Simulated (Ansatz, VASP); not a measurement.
# SnTe: VASP beside Ansatz

INCAR

```
SYSTEM = SnTe
ALGO     = Normal         ! electronic algorithm
EDIFF    = 1E-7           ! SCF threshold, eV
ENCUT    = 520            ! plane-wave cutoff, eV
GGA      = VW             ! functional
ISIF     = 2              ! what is computed and relaxed
ISMEAR   = -1             ! smearing method
LASPH    = .True.         ! aspherical terms in the spheres
LCHARG   = .False.        ! write CHGCAR
LREAL    = .False.        ! projectors in reciprocal space
LWAVE    = .False.        ! write WAVECAR
NBANDS   = 17             ! bands
NELM     = 100            ! most SCF steps
PREC     = Accurate       ! precision mode
SIGMA    = 0.05           ! smearing width, eV
```

KPOINTS

```
k-points
0
Gamma
  7 7 7
  0 0 0
```

File POSCAR:

```
SnTe
1.0
    0.0000000000      3.1508500000      3.1508500000
    3.1508500000      0.0000000000      3.1508500000
    3.1508500000      3.1508500000      0.0000000000
Te Sn
1 1
Direct
    0.5000000000      0.5000000000      0.5000000000
    0.0000000000      0.0000000000      0.0000000000
```

Contents of input.yaml:

```yaml
crystal:
  lattice:
    - [0.0, 3.15085, 3.15085]
    - [3.15085, 0.0, 3.15085]
    - [3.15085, 3.15085, 0.0]
  atoms:
    - { symbol: Te, position: [0.5, 0.5, 0.5] }
    - { symbol: Sn, position: [0.0, 0.0, 0.0] }
hamiltonian:
  xc: { exchange: slater, correlation: vwn5 }
  pseudopotentials: { kind: paw }
kpoints:
  mp_grid: { grid: [7, 7, 7] }
  band_path:
    path:
      - [[0.0, 0.0, 0.0], [0.5, 0.0, 0.5], [0.5, 0.25, 0.75], [0.375, 0.375, 0.75], [0.0, 0.0, 0.0], [0.5, 0.5, 0.5], [0.625, 0.25, 0.625], [0.5, 0.25, 0.75], [0.5, 0.5, 0.5], [0.375, 0.375, 0.75]]
      - [[0.625, 0.25, 0.625], [0.5, 0.0, 0.5]]
    npoints: 14
scf:
  occupations: { method: fermi_dirac, width: 0.05 }
  n_extra_bands: 6
output:
  forces: true
  stress: true
  eigenvalues: true
  fatbands: true
```

Alike in both runs: functional SVWN5; k mesh 7 × 7 × 7; occupations fermi-dirac, width 0.05 eV; no spin polarisation.

```csv
,VASP,Ansatz
version,VASP 6.6.1,Ansatz 0.2.0
potentials or method,"VASP PAW PBE potentials, release 64 (Te, Sn_d)",Ansatz PAW
plane-wave cutoff (eV),520,420
valence electrons in the cell,20,30
task,single point,band structure
```

|  | VASP | Ansatz | Ansatz less VASP |
| --- | --- | --- | --- |
| gap on the k mesh at the Fermi level (eV) | 0.66 | 0.66 | +0.001 |
| least direct gap on the mesh (eV) | 0.66 | 0.66 | +0.001 |
| pressure (GPa) | -1.6 | -1.6 | -0.03 |

With one functional, cell and mesh, what is left measures potentials, basis and numerics. The two sets of potentials don't hold the same shells in valence.

Caveats: the PAW data sets were made with another functional, which shifts forces and pressure a little (VASP); spin-orbit coupling is left out, which moves the levels of the heavy elements (Ansatz); the PAW data sets come from PBE, with cores solved anew for the run's functional, which leaves a small shift of forces and pressure (Ansatz). Spin-orbit coupling is left out, which matters for the levels of Te.
